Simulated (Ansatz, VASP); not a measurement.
**Two plane-wave programs on BiTe**

The input POSCAR:

```
BiTe
1.0
    0.0000000000      3.2350000000      3.2350000000
    3.2350000000      0.0000000000      3.2350000000
    3.2350000000      3.2350000000      0.0000000000
Bi Te
1 1
Direct
    0.0000000000      0.0000000000      0.0000000000
    0.5000000000      0.5000000000      0.5000000000
```

File INCAR.step1:

```
ALGO = Normal ; EDIFF = 1E-4
ENCUT = 520 ; GGA = PE
ISMEAR = -1 ; LASPH = True
LCHARG = False ; LREAL = False
LWAVE = True ; NBANDS = 18
NELM = 60 ; PREC = Accurate
SIGMA = 0.05
```

Contents of INCAR.step2:

```
ALGO = Normal ; EDIFF = 1E-6
ENCUT = 520 ; ISIF = 2
ISMEAR = -1 ; ISTART = 1
LASPH = True ; LCHARG = True
LELF = True ; LMIXTAU = True
LREAL = False ; LVHAR = True
LWAVE = False ; METAGGA = R2SCAN
NBANDS = 18 ; NELM = 60
PREC = Accurate ; SIGMA = 0.05
```

The input KPOINTS:

```
k-points
0
Gamma
  7 7 7
```

Contents of input.yaml:

```yaml
crystal:
  lattice:
    - [0.0, 3.235, 3.235]
    - [3.235, 0.0, 3.235]
    - [3.235, 3.235, 0.0]
  atoms:
    - { symbol: Bi, position: [0.0, 0.0, 0.0] }
    - { symbol: Te, position: [0.5, 0.5, 0.5] }
hamiltonian:
  xc: r2scan
  pseudopotentials: { kind: paw }
kpoints:
  mp_grid: { grid: [7, 7, 7] }
  band_path:
    path:
      - [[0.0, 0.0, 0.0], [0.5, 0.0, 0.5], [0.5, 0.25, 0.75], [0.375, 0.375, 0.75], [0.0, 0.0, 0.0], [0.5, 0.5, 0.5], [0.625, 0.25, 0.625], [0.5, 0.25, 0.75], [0.5, 0.5, 0.5], [0.375, 0.375, 0.75]]
      - [[0.625, 0.25, 0.625], [0.5, 0.0, 0.5]]
    npoints: 14
scf:
  occupations: { method: fermi_dirac, width: 0.05 }
  n_extra_bands: 6
output:
  forces: true
  stress: true
  eigenvalues: true
  fatbands: false
```

Alike in both runs: functional r2SCAN; k mesh 7 × 7 × 7; occupations fermi-dirac, width 0.05 eV; no spin polarisation.

```csv
,VASP,Ansatz
version,VASP 6.6.1,Ansatz 0.2.0
potentials or method,"VASP PAW PBE potentials, release 64 (Bi_d, Te)",Ansatz PAW
plane-wave cutoff (eV),520,500
valence electrons in the cell,21,31
task,single point,band structure
```

```csv
,VASP,Ansatz,Ansatz less VASP
gap on the k mesh at the Fermi level (eV),none,none,-
pressure (GPa),0.1,0.1,+0.03
```

A gap of «none» marks a metal or a gap that the smearing closes. The two sets of potentials don't hold the same shells in valence.

Caveats: spin-orbit coupling is left out, which moves the levels of the heavy elements; the PAW data sets were made with another functional, which shifts forces and pressure a little (VASP); the PAW data sets come from PBE, with cores solved anew for the run's functional, which leaves a small shift of forces and pressure (Ansatz).
